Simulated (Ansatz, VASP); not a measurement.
## One calculation of HfB2, two programs

The input INCAR:

```
PREC     = Accurate       # precision mode
ENCUT    = 520            # plane-wave cutoff, eV
EDIFF    = 1E-7           # SCF threshold, eV
ISMEAR   = 1              # smearing method
SIGMA    = 0.1            # smearing width, eV
LREAL    = F              # projectors in reciprocal space
LASPH    = T              # aspherical terms in the spheres
NELM     = 60             # most SCF steps
ALGO     = Normal         # electronic algorithm
ISIF     = 2              # what is computed and relaxed
LWAVE    = F              # write WAVECAR
LCHARG   = T              # write CHGCAR
GGA      = PE             # functional
LELF     = T              # ELF
LVHAR    = T            
NBANDS   = 15             # bands
```

File KPOINTS:

```
Automatic mesh
0
Gamma
  13 13 10
```

File POSCAR:

```
HfB2
1.0
    3.1400000000      0.0000000000      0.0000000000
   -1.5700000000      2.7193200000      0.0000000000
    0.0000000000      0.0000000000      3.4800000000
Hf B
1 2
Direct
    0.0000000000      0.0000000000      0.0000000000
    0.3333333333      0.6666666667      0.5000000000
    0.6666666667      0.3333333333      0.5000000000
```

Input for Ansatz:

```yaml
crystal:
  lattice:
    - [3.14, 0.0, 0.0]
    - [-1.57, 2.71932, 0.0]
    - [0.0, 0.0, 3.48]
  atoms:
    - { symbol: Hf, position: [0.0, 0.0, 0.0] }
    - { symbol: B, position: [0.3333333333333333, 0.6666666666666666, 0.5] }
    - { symbol: B, position: [0.6666666666666666, 0.3333333333333333, 0.5] }
basis:
  ecutwfc: 420.0
kpoints:
  mp_grid:
    grid: [13, 13, 10]
hamiltonian:
  xc: pbe
  pseudopotentials:
    kind: paw
scf:
  occupations:
    method: cold
output:
  stress: true
```

Alike in both runs: task single point; functional PBE; k mesh 13 × 13 × 10; no spin polarisation.

|  | VASP | Ansatz |
| --- | --- | --- |
| version | VASP 6.6.1 | Ansatz 0.2.0 |
| potentials or method | VASP PAW PBE potentials, release 64 (Hf_pv, B) | plane waves, PAW |
| plane-wave cutoff (eV) | 520 | 420 |
| occupations | methfessel-paxton of order 1, width 0.1 eV | cold |
| valence electrons in the cell | 16 | 32 |

Ansatz gave:

| Property | Result |
| --- | --- |
| pressure (GPa) | 1.4 |
| largest component of the traceless stress (GPa) | 0.05 |

Which values does VASP return?

Pressure (GPa): 1.0; largest component of the traceless stress (GPa): 0.31.

The two sets of potentials don't hold the same shells in valence.

The runs have no spin-orbit coupling, so splittings on Hf are missing.
